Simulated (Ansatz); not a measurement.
Wanted: the native input for an Ansatz 0.2.0 run.

* Task: single point
* Functional: PBE
* Potentials or basis: all-electron LAPW, scalar-relativistic
* Cutoff: 130 eV (chosen from the basis error)
* Basis error allowed: 0.001 eV/atom
* k mesh: 7 × 7 × 7
* Occupations: fermi-dirac, width 0.05 eV
* Spin: no spin polarisation

The system is RbCl.

```
CELL_PARAMETERS angstrom
0.00000 3.27400 3.27400
3.27400 0.00000 3.27400
3.27400 3.27400 0.00000
ATOMIC_POSITIONS crystal
Rb 0.00000 0.00000 0.00000
Cl 0.50000 0.50000 0.50000
```

One way to write it, as run:

input.yaml

```yaml
crystal:
  lattice:
    - [0.0, 3.274, 3.274]
    - [3.274, 0.0, 3.274]
    - [3.274, 3.274, 0.0]
  atoms:
    - { symbol: Rb, position: [0.0, 0.0, 0.0] }
    - { symbol: Cl, position: [0.5, 0.5, 0.5] }
kpoints:
  mp_grid: { grid: [7, 7, 7] }
scf:
  occupations: { method: fermi_dirac, width: 0.05 }
hamiltonian:
  xc: pbe
  pseudopotentials: { kind: all_electron, lapw: { basis_error: 0.001 } }
output:
  forces: true
  stress: true
  eigenvalues: true
  populations: true
```

Potentials or basis: all-electron LAPW, scalar-relativistic.

The run is started by

```sh
$ ansatz run input.yaml --threads 1 --pin off --max-ram 2560MiB --backend cpu --events-out ev --progress --plain --runs-dir out
```

It gave:

```json
{
 "Pressure": "1.2 GPa",
 "Band gap on the k mesh": "5.05 eV, direct",
 "Loewdin charges": "Rb +0.78; Cl -0.72 e"
}
```

Caveat: an odd mesh through Γ misses points on the zone boundary, where band edges often lie.

Wall time 3.4 s on 1 thread of Arm Neoverse V2 (shared host), peak memory 0.24 GiB.
